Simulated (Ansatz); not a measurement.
# 6-layer 2H-MoS2 (2H stacking) in a perpendicular field

What dipole does a perpendicular field induce in the 6-layer 2H-MoS2 (2H stacking), and does the gap follow? A positive field points along +c.

Program: Ansatz 0.2.0. Level of theory: plane-wave DFT, PBE-D3(BJ), Ansatz PAW. Results are calculated unless marked as measured.

## 1. Set-up

The cell holds 18 atoms: 12 S and 6 Mo. Cell: a = 3.180 Å, b = 3.180 Å, c = 100.176 Å, α = 90.0°, β = 90.0°, γ = 120.0°. Regions: layer 1: 2H-MoS2, 3 atoms (2 S and 1 Mo); layer 2: 2H-MoS2, 3 atoms (2 S and 1 Mo); layer 3: 2H-MoS2, 3 atoms (2 S and 1 Mo); layer 4: 2H-MoS2, 3 atoms (2 S and 1 Mo); layer 5: 2H-MoS2, 3 atoms (2 S and 1 Mo); layer 6: 2H-MoS2, 3 atoms (2 S and 1 Mo). Vacuum lies along c.

## 2. Relaxation

The starting cell is a guess, so the in-plane lattice and the atoms are relaxed first, with the slab cut off from its images along the normal.

input.yaml

```yaml
crystal:
  lattice:
    - [3.18, 0.0, 0.0]
    - [-1.59, 2.753960784, 0.0]
    - [0.0, 0.0, 100.175586432]
  atoms:
    - { symbol: S, position: [0.3333333333, 0.6666666667, 0.327425086] }
    - { symbol: Mo, position: [0.0, 0.0, 0.3437094815] }
    - { symbol: S, position: [0.3333333333, 0.6666666667, 0.359993877] }
    - { symbol: S, position: [0.0, 0.0, 0.3899412934] }
    - { symbol: Mo, position: [0.3333333333, 0.6666666667, 0.4062256889] }
    - { symbol: S, position: [0.0, 0.0, 0.4225100844] }
    - { symbol: S, position: [0.3333333333, 0.6666666667, 0.4524575008] }
    - { symbol: Mo, position: [0.0, 0.0, 0.4687418963] }
    - { symbol: S, position: [0.3333333333, 0.6666666667, 0.4850262918] }
    - { symbol: S, position: [0.0, 0.0, 0.5149737082] }
    - { symbol: Mo, position: [0.3333333333, 0.6666666667, 0.5312581037] }
    - { symbol: S, position: [0.0, 0.0, 0.5475424992] }
    - { symbol: S, position: [0.3333333333, 0.6666666667, 0.5774899156] }
    - { symbol: Mo, position: [0.0, 0.0, 0.5937743111] }
    - { symbol: S, position: [0.3333333333, 0.6666666667, 0.6100587066] }
    - { symbol: S, position: [0.0, 0.0, 0.640006123] }
    - { symbol: Mo, position: [0.3333333333, 0.6666666667, 0.6562905185] }
    - { symbol: S, position: [0.0, 0.0, 0.672574914] }
  periodic: [true, true, false]
kpoints:
  mp_grid: { grid: [12, 12, 1] }
hamiltonian:
  xc: pbe
  dispersion: d3bj
scf:
  occupations: { method: fermi_dirac, width: 0.05 }
  convergence: { dr2_threshold: 1.0e-09 }
relax:
  f_tol: 0.004
  max_steps: 90
  cell: {}
output:
  write_potential: true
  write_density: true
  volumetric_format: npy
```

Run with:

```
> ansatz run input.yaml --threads 4 --pin off --max-ram 16384MiB --backend cpu --events-out ev --progress --plain --runs-dir out
```

Numbers of over 12 decimals in the logs are rounded to 6 here.

Output:

```text
Warning: relax.cell: scf.convergence.dr2_threshold = 1e-9 eV is looser than the 9.05896067455e-11 eV advised for a relaxation that steers and ends on the stress (1e-10 eV for each atom of the cell: 18, times the square of relax.cell.stress_2d_tol = 0.05 N/m over 44.6 Å (the atoms' height at the walk's start and 5 Å past either face), 1.122e-2 GPa, over a crystal's default 0.05). What an SCF threshold leaves in a stress goes as its square root, and in the free energy as the threshold itself, and one threshold admits the most on a small cell: [figures from the program's tests cut] Set scf.convergence.dr2_threshold to 9.05896067455e-11 eV or tighter. [rest of the remark cut]
Engine: ansatz 0.2.0, aarch64-unknown-linux-gnu
Pseudopotentials: kind: paw
Pseudopotential: S, paw, valence charge 6, recommended cutoff 420 eV (normal), S.paw.azcp
Pseudopotential: Mo, paw, valence charge 14, recommended cutoff 420 eV (normal), Mo.paw.azcp
Functional definition: PBE
  parameter kappa = 0.804
  parameter beta = 0.066725
  exchange = pbe_x(kappa = kappa, mu = beta*pi^2/3)
  correlation = pbe_c(beta = beta)
Crystal: 18 atoms, lattice volume = 877.297 Å³
Basis set: ecut = 420 eV, 17243 PW (Γ), exchange–correlation on 48×48×1350 points (8 copies of the dense FFT grid, shifted against one another)
Bands: 96, of which v1, the nominal top of the filled ones, is band 78 counted from 1 (77 counted from 0)
Symmetry: 12 space group operations
Space group: P-3m1 (ITA 164), of the structure as read, at distance tolerance 9.6e-5 Å
k-points: 19 of 144
Non-local potential: S, projectors of the file, l = 0: 2, l = 1: 2, l = 2: 2
Non-local potential: Mo, projectors of the file, l = 0: 3, l = 1: 2, l = 2: 2, l = 3: 1
PAW form: soft (Blöchl's): semilocal exchange-correlation on the pseudo side does not see the compensation charge
PAW one-centre angular grid: S, 110 points (default); XC on 64 Gauss nodes
PAW one-centre angular grid: Mo, 590 points (default); XC on 64 Gauss nodes
Initial density: superposition of atomic densities (neutral atoms: chi_scale 0, normalization atom), corrected by the library's trained network
Initial wavefunctions: pseudopotential atomic-orbital guess
Functional: x = pbe(κ = 0.804, μ = 0.219515), c = pbe(β = 0.066725)
SCF iter   1: F=—  HF=-40583.294179 eV  |F-HF|=—  |Δ(HF+E_count)|=         —  Δρ=3.37e-3  dr2=1.47e-1  ethr=1.77e-3  ⟨swp⟩=11.1  Hψ=11307  notcnv=0
preconditioner: auto → Resta (q_TF=auto, 2.046 Å⁻¹)  ε∞=4.0  [insulator: Δε(μ)=0.938 eV  Ē_g=7.469 eV  σ=0.050 eV  W_gap=1.00  n_scr=64 (ndim 8)  ℏωp=13.0 eV  f_vac=0.620  D(μ)=0.00/eV (n_scr^D=0)  ε∞_Penn≈4.0  vacuum switching on, ρ_ref=4.0e-3 e/Å³]
SCF iter   2: F=—  HF=-40583.325935 eV  |F-HF|=—  |Δ(HF+E_count)|=   3.18e-2  Δρ=2.21e-3  dr2=1.04e-1  ethr=9.43e-5  ⟨swp⟩=3.6  Hψ=4512  notcnv=0  defer=76
SCF iter   3: F=—  HF=-40583.322663 eV  |F-HF|=—  |Δ(HF+E_count)|=   3.27e-3  Δρ=1.45e-3  dr2=6.64e-3  ethr=6.64e-5  ⟨swp⟩=3.0  Hψ=3143  notcnv=0  defer=76
SCF iter   4: F=—  HF=-40583.331708 eV  |F-HF|=—  |Δ(HF+E_count)|=   9.04e-3  Δρ=2.10e-4  dr2=7.55e-4  ethr=4.25e-6  ⟨swp⟩=3.6  Hψ=4357  notcnv=0  defer=76
SCF iter   5: F=—  HF=-40583.331778 eV  |F-HF|=—  |Δ(HF+E_count)|=   6.97e-5  Δρ=8.06e-5  dr2=9.31e-5  ethr=4.84e-7  ⟨swp⟩=2.7  Hψ=3268  notcnv=0  defer=76
SCF iter   6: F=—  HF=-40583.331862 eV  |F-HF|=—  |Δ(HF+E_count)|=   8.39e-5  Δρ=4.03e-5  dr2=1.37e-5  ethr=5.97e-8  ⟨swp⟩=3.4  Hψ=3545  notcnv=0  defer=76
SCF iter   7: F=—  HF=-40583.331879 eV  |F-HF|=—  |Δ(HF+E_count)|=   1.75e-5  Δρ=1.98e-5  dr2=1.10e-5  ethr=8.77e-9  ⟨swp⟩=3.2  Hψ=3887  notcnv=0  defer=76
SCF iter   8: F=—  HF=-40583.331805 eV  |F-HF|=—  |Δ(HF+E_count)|=   7.41e-5  Δρ=8.47e-6  dr2=1.04e-6  ethr=7.05e-9  ⟨swp⟩=3.1  Hψ=3281  notcnv=0  defer=81
SCF iter   9: F=—  HF=-40583.331805 eV  |F-HF|=—  |Δ(HF+E_count)|=   3.13e-8  Δρ=2.63e-6  dr2=8.76e-8  ethr=6.70e-10  ⟨swp⟩=3.3  Hψ=3716  notcnv=0  defer=81
SCF iter  10: F=—  HF=-40583.331805 eV  |F-HF|=—  |Δ(HF+E_count)|=   1.12e-7  Δρ=8.28e-7  dr2=2.13e-8  ethr=5.61e-11  ⟨swp⟩=3.3  Hψ=3989  notcnv=0  defer=81
SCF iter  11: F=—  HF=-40583.331805 eV  |F-HF|=—  |Δ(HF+E_count)|=  4.29e-10  Δρ=8.12e-7  dr2=2.53e-8  ethr=1.37e-11  ⟨swp⟩=3.0  Hψ=3371  notcnv=0  defer=81
SCF iter  12: F=—  HF=-40583.331805 eV  |F-HF|=—  |Δ(HF+E_count)|=   1.18e-9  Δρ=2.58e-7  dr2=2.15e-9  ethr=1.37e-11  ⟨swp⟩=2.5  Hψ=2500  notcnv=0  defer=81
SCF iter  13: F=-40583.331805 eV  HF=-40583.331805 eV  |F-HF|=4.66e-10  |Δ(HF+E_count)|=   1.24e-9  Δρ=1.17e-7  dr2=6.19e-10  ethr=1.00e-12  ⟨swp⟩=11.1  Hψ=13605  notcnv=0
SCF 1 converged in 13 iterations: F = -40583.331805 eV  dr2 = 6.19e-10
  greatest PAW one-centre occupation: 0.998 electrons in one spin orbital (limit 2), on the Mo atom at site 10 (counted from 0), in its partial waves of l = 0
relax step   1: F+E_penalty+E_count = -40583.33180514 eV  Δ(F+E_penalty+E_count) = +0.000e0 eV  max|allowed force component| = 1.254e0 eV/Å  Δτ_max = 0.0000 Å  P = -23.705 N/m  Ω = 877.297 Å³  fix = [c, alpha, beta]  reactions: c -0.000 N/m  (13 SCF iters, accepted)
Crystal: 18 atoms, lattice volume = 870.562 Å³
Basis set: ecut = 420 eV, 16871 PW (Γ), exchange–correlation on 48×48×1350 points (8 copies of the dense FFT grid, shifted against one another)
Initial density: handed on by an earlier stage of this run
Initial wavefunctions: those handed on with the density
iter 1 solved again at ethr=2.63e-4 eV; its pass at ethr=3.10e-3 eV (dr2=4.10e-1 eV) is discarded
SCF iter   1: F=—  HF=-40583.832946 eV  |F-HF|=—  |Δ(HF+E_count)|=         —  Δρ=6.70e-3  dr2=4.72e-1  ethr=2.63e-4  ⟨swp⟩=3.8  Hψ=12197  notcnv=0  defer=1
eigensolver tolerance schedule calibrated: the retry pair's looser diagonalisation under-reported the residual by θ = 0.13 (0.12/decade); ethr = c·dr2/N_el runs at the constant in force after the calibration composes with the one it found (an armed cap, an earlier calibration), c = 6.7e-2
preconditioner: auto → Resta (q_TF=auto, 2.049 Å⁻¹)  ε∞=3.8  [insulator: Δε(μ)=0.843 eV  Ē_g=7.847 eV  σ=0.050 eV  W_gap=1.00  n_scr=64 (ndim 8)  ℏωp=13.1 eV  f_vac=0.625  D(μ)=0.00/eV (n_scr^D=0)  ε∞_Penn≈3.8  vacuum switching on, ρ_ref=4.5e-3 e/Å³]
SCF iter   2: F=—  HF=-40583.768897 eV  |F-HF|=—  |Δ(HF+E_count)|=   6.40e-2  Δρ=3.60e-3  dr2=1.47e-1  ethr=2.02e-4  ⟨swp⟩=3.6  Hψ=3322  notcnv=0  defer=12
SCF iter   3: F=—  HF=-40583.750632 eV  |F-HF|=—  |Δ(HF+E_count)|=   1.83e-2  Δρ=2.04e-3  dr2=3.69e-2  ethr=6.29e-5  ⟨swp⟩=2.9  Hψ=3707  notcnv=0  defer=19
[...]
relax step   7: F+E_penalty+E_count = -40583.98596155 eV  Δ(F+E_penalty+E_count) = +4.403e-3 eV  max|allowed force component| = 8.455e-2 eV/Å  Δτ_max = 0.0861 Å  P = -0.540 N/m  Ω = 861.794 Å³  energy of the carried Pulay correction = +5.975e-4 eV  fix = [c, alpha, beta]  (13 SCF iters, rejected (line search))
[...]
relax step   8: F+E_penalty+E_count = -40583.99138523 eV  Δ(F+E_penalty+E_count) = -1.021e-3 eV  max|allowed force component| = 3.494e-3 eV/Å  Δτ_max = 0.0382 Å  P = -0.019 N/m  Ω = 860.907 Å³  energy of the carried Pulay correction = +6.320e-4 eV  fix = [c, alpha, beta]  reactions: c -0.000 N/m  (13 SCF iters, accepted)
[...]
relax step   9: F+E_penalty+E_count = -40583.99144002 eV  Δ(F+E_penalty+E_count) = -5.479e-5 eV  max|allowed force component| = 1.267e-3 eV/Å  Δτ_max = 0.0055 Å  P = +0.040 N/m  Ω = 860.796 Å³  energy of the carried Pulay correction = +6.363e-4 eV  fix = [c, alpha, beta]  reactions: c +0.000 N/m  (10 SCF iters, accepted)
Initial wavefunctions: pseudopotential atomic-orbital guess (no wavefunctions were taken with the density)
iter 1 solved again at ethr=9.75e-8 eV; its pass at ethr=3.10e-3 eV (dr2=1.52e-4 eV) is discarded
SCF iter   1: F=—  HF=-40583.990731 eV  |F-HF|=—  |Δ(HF+E_count)|=         —  Δρ=1.64e-5  dr2=3.59e-7  ethr=9.75e-8  ⟨swp⟩=6.7  Hψ=21649  notcnv=0
SCF iter   2: F=—  HF=-40583.990764 eV  |F-HF|=—  |Δ(HF+E_count)|=   3.25e-5  Δρ=7.85e-6  dr2=7.83e-8  ethr=2.30e-10  ⟨swp⟩=4.3  Hψ=5763  notcnv=0
SCF iter   3: F=—  HF=-40583.990764 eV  |F-HF|=—  |Δ(HF+E_count)|=   6.21e-8  Δρ=1.93e-6  dr2=3.41e-8  ethr=5.02e-11  ⟨swp⟩=3.1  Hψ=3744  notcnv=0
SCF iter   4: F=—  HF=-40583.990764 eV  |F-HF|=—  |Δ(HF+E_count)|=   1.35e-9  Δρ=8.20e-7  dr2=9.51e-9  ethr=2.19e-11  ⟨swp⟩=2.9  Hψ=3305  notcnv=0
SCF iter   5: F=-40583.990764 eV  HF=-40583.990764 eV  |F-HF|=2.10e-9  |Δ(HF+E_count)|=  4.15e-10  Δρ=2.51e-7  dr2=3.94e-10  ethr=1.00e-12  ⟨swp⟩=13.3  Hψ=17072  notcnv=0
SCF 10 converged in 5 iterations: F = -40583.990764 eV  dr2 = 3.94e-10
relax step  10: F+E_penalty+E_count = -40583.99076360 eV  Δ(F+E_penalty+E_count) = +6.764e-4 eV  max|allowed force component| = 1.227e-3 eV/Å  Δτ_max = 0.0000 Å  P = +0.046 N/m  Ω = 860.796 Å³  fix = [c, alpha, beta]  reactions: c +0.000 N/m  stress off target by 4.58e-2 N/m on what of the cell is left free  SCF on the basis re-selected at this cell (its energy is not comparable with the rows above)  (5 SCF iters)
basis re-selected at this cell: Δ(F+E_penalty+E_count) = +6.764e-4 eV, ΔP = +0.006 N/m vs the last step (what re-selecting the basis moved, of the pressure what is left beyond the Pulay correction that the steps carried, after the strain that the cell walked since its last selection, with what the two solves' SCF thresholds leave and, on support functions, any second-order correction that the steps lacked; it is no m [...]
WARN: The output density's exchange-correlation potential varies sharply where the density is thin. Do not read a vacuum level from v_tot or v_xc, or from such a field of the output density. On a cell that repeats whose density bears no net charge and no dipole along the vacuum's axis use v_es (v_loc + v_h of the components); under efield.dipole_correction with no amplitude use v_es + v_field, which holds any externa [...]
SCF converged after 5 iterations
Free energy (F): -40583.990764 eV
Harris-Foulkes:  -40583.990764 eV  (|F-HF|=2.10e-9)
Internal energy: -40583.990754 eV  (E = F + TS)
E sigma→0 (E₀):  -40583.990759 eV
Entropy (-TS):   -0.000010 eV (-0.001 meV/atom)
Fermi energy:    -4.844333 eV
--- Per-component energies (eV) ---
  E_band       = -3459.238755
  E_kinetic    = 3942.360078
  E_local      = -3353599.950519  (includes V_loc(G=0)·N_el)
  E_nonlocal   = 1195.512519
  E_hartree    = 1674178.492752
  E_xc         = -2273.672720
  E_vxc        = -2433.670084  (∫ρ·V_xc dr)
  E_paw        = -26409.522992  (= ΣΔE_a)
  E_vpaw       = -920.476924  (= ΣTr[D̂ρ^β])
  E_aug_tail   = 0.000248  (compensation charges beyond the density's cutoff)
  E_ewald      = 1662390.288122
  E_disp       = -7.498242  (pairwise vdW)
  E_smearing   = -0.000010  (= −TS)
  E_closure    = 0.000000  (closes the sum)
  Σ components = -40583.990764   (vs F -40583.990764, Δ=0.00e0)
--- Forces (eV/Å), atoms counted from 1 ---
  atom   1  S      0.00000000     0.00000000     0.00060045
  atom   2  Mo     0.00000000     0.00000000    -0.00005788
  atom   3  S      0.00000000     0.00000000    -0.00045184
  atom   4  S     -0.00000000    -0.00000000     0.00024618
  atom   5  Mo    -0.00000000    -0.00000000     0.00009706
  atom   6  S     -0.00000000    -0.00000000    -0.00013983
  atom   7  S      0.00000000     0.00000000     0.00036913
  atom   8  Mo     0.00000000     0.00000000    -0.00003717
  atom   9  S      0.00000000     0.00000000    -0.00122734
  atom  10  S     -0.00000000    -0.00000000     0.00122734
  atom  11  Mo    -0.00000000    -0.00000000     0.00003717
  atom  12  S     -0.00000000    -0.00000000    -0.00036913
  atom  13  S      0.00000000     0.00000000     0.00013983
  atom  14  Mo     0.00000000     0.00000000    -0.00009706
  atom  15  S      0.00000000     0.00000000    -0.00024618
  atom  16  S     -0.00000000    -0.00000000     0.00045184
  atom  17  Mo    -0.00000000    -0.00000000     0.00005788
  atom  18  S     -0.00000000    -0.00000000    -0.00060045
  max |Σ_I F_I| component: 5.78e-18 eV/Å
--- 2D stress c σ (N/m, compression-positive) ---
        0.045828      -0.000000       0.000000
        0.000000       0.045828       0.000000
        0.000000       0.000000       0.000000
  P = ½ c Tr σ = 0.0458 N/m
--- Band table (eV; the first three rows and the last of 19) ---
  k-point 0: bands = [... 74 lower, -5.6598, -5.4491, -5.3064, -5.2231, -3.1179, -3.1179, -3.1159, -3.1159, ... 14 higher]
  k-point 1: bands = [... 74 lower, -5.7467, -5.5933, -5.4950, -5.4405, -3.2260, -3.2208, -3.2141, -3.2072, ... 14 higher]
  k-point 2: bands = [... 74 lower, -6.1258, -6.0725, -6.0480, -6.0394, -3.7243, -3.6727, -3.5907, -3.4968, ... 14 higher]
  k-point 18: bands = [... 74 lower, -5.9657, -5.9202, -5.8790, -5.8510, -4.1423, -4.1423, -4.1412, -4.1412, ... 14 higher]
  the weakly bound empty levels are not read free of the cell's end (no_gap_told)
--- Relaxed structure (9 steps of the walk, 8 accepted, 1 SCFs on fresh bases) ---
  F+E_penalty+E_count = -40583.99076360 eV   max|allowed force component| = 1.227e-3 eV/Å   (the final SCF, on the basis selected at the relaxed cell)
  cell:  # Å, volume = 860.7961 Å³
    - [3.149952, 0, 0]
    - [-1.574976, 2.727938, 0]
    - [0, 0, 100.175586432]
  atoms:
    - { symbol: S, position: [0.333333, 0.666667, 0.333397] }
    - { symbol: Mo, position: [1.5479672379149802e-17, -5.0885221963063406e-17, 0.349052] }
    - { symbol: S, position: [0.333333, 0.666667, 0.364690] }
    - { symbol: S, position: [1.3801976661470895e-17, -5.0885221963063424e-17, 0.393844] }
    - { symbol: Mo, position: [0.333333, 0.666667, 0.409474] }
    - { symbol: S, position: [1.2275733044390224e-17, -5.088522196306343e-17, 0.425104] }
    - { symbol: S, position: [0.333333, 0.666667, 0.454203] }
    - { symbol: Mo, position: [1.0523243541505614e-17, -5.0885221963063424e-17, 0.469832] }
    - { symbol: S, position: [0.333333, 0.666667, 0.485462] }
    - { symbol: S, position: [8.744207853456665e-18, -5.0885221963063406e-17, 0.514538] }
    - { symbol: Mo, position: [0.333333, 0.666667, 0.530168] }
    - { symbol: S, position: [7.216708149692676e-18, -5.088522196306341e-17, 0.545797] }
    - { symbol: S, position: [0.333333, 0.666667, 0.574896] }
    - { symbol: Mo, position: [5.464583704372825e-18, -5.0885221963063406e-17, 0.590526] }
    - { symbol: S, position: [0.333333, 0.666667, 0.606156] }
    - { symbol: S, position: [3.777267343294268e-18, -5.088522196306341e-17, 0.635310] }
    - { symbol: Mo, position: [0.333333, 0.666667, 0.650948] }
    - { symbol: S, position: [2.2896230705433996e-18, -5.088522196306341e-17, 0.666603] }
```

Run time: 7.4 min. Hardware: 4 threads of Arm Neoverse V1, shared host; peak memory 2.7 GiB.

Step by step:

| step | energy less that of the first step (eV) | largest force component (eV/Å) | volume (Å³) |
| --- | --- | --- | --- |
| 1 | 0.0000 | 1.2538 | 877.30 |
| 2 | -0.4142 | 0.8102 | 870.56 |
| 3 | -0.6268 | 0.1184 | 854.56 |
| 4 | -0.6366 | 0.1022 | 859.90 |
| 5 | -0.6536 | 0.0238 | 860.40 |
| 6 | -0.6586 | 0.0314 | 860.96 |
| 7 | -0.6542 | 0.0845 | 861.79 |
| 8 | -0.6596 | 0.0035 | 860.91 |
| 9 | -0.6596 | 0.0013 | 860.80 |
| 10* | -0.6590 | 0.0012 | 860.80 |

Relaxation steps marked * repeat the geometry before them on a plane-wave basis chosen anew for their cell, so energy and pressure can jump there. Relaxation step 7 was tried and not accepted.

The run keeps the 12 symmetry operations that it works with, so distortions that break them were not tested.

| cell as run | before | after | change |
| --- | --- | --- | --- |
| a (Å) | 3.180 | 3.150 | -0.9 % |
| b (Å) | 3.180 | 3.150 | -0.9 % |

The atoms that moved most (Å, along periodic axes as changes of fractional coordinates times the final cell, across vacuum about the mean position):

| atom | dx | dy | dz | length |
| --- | --- | --- | --- | --- |
| S1 | 0.000 | 0.000 | 0.598 | 0.598 |
| S18 | 0.000 | 0.000 | -0.598 | 0.598 |
| Mo2 | 0.000 | 0.000 | 0.535 | 0.535 |
| Mo17 | 0.000 | 0.000 | -0.535 | 0.535 |
| S3 | 0.000 | 0.000 | 0.470 | 0.470 |
| S16 | 0.000 | 0.000 | -0.470 | 0.470 |
| S15 | 0.000 | 0.000 | -0.391 | 0.391 |
| S4 | 0.000 | 0.000 | 0.391 | 0.391 |

The lattice constant a goes from 3.180 to 3.150 Å.

(Part 1 of 2 ends here.)

[Logs are printed without paths, hosts, clocks, repeated set-up lines and the standing remarks that a program may print on its own settings, such as how far it seeks lower states.]

[Hosts, paths, dates, database ids (printed as entryN), source tags and the programs' standing remarks are cut or masked in the printed files.]

[Maps of the electrostatic potential energy from Ansatz leave out the sawtooth potential of an applied field or a dipole correction, so their vacuum need not be flat; planar profiles and work functions include it.]
